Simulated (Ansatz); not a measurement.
Crystal: NbAs.

```
Nb As
1.0
    -1.72585    1.72585    5.84000
     1.72585   -1.72585    5.84000
     1.72585    1.72585   -5.84000
Nb As
2 2
Direct
  0.50000 0.00000 0.50000
  0.75000 0.75000 0.00000
  0.91600 0.41600 0.50000
  0.16600 0.16600 0.00000
```

Base run:

- Program: Ansatz 0.2.0
- Functional: BLYP
- Potentials or basis: Ansatz PAW
- Cutoff: 420 eV (not typed: the program's choice for these potentials)
- k mesh: 11 × 11 × 11
- Occupations: fermi-dirac, width 0.05 eV
- Spin: no spin polarisation

Its results: band gap on the k mesh none (metal or under the smearing width); pressure 11.4 GPa; largest force 0.292 eV/Å.

Task: The run is repeated on the same cell with these changes: functional from BLYP to PBEsol. What comes out?

Result: Band gap on the k mesh none (metal or under the smearing width); pressure -2.3 GPa; largest force 0.288 eV/Å.

PBEsol binds more tightly than BLYP, so the same cell stands under less pressure.

Caveats: the PAW data sets come from PBE, with cores solved anew for the run's functional, which leaves a small shift of forces and pressure.
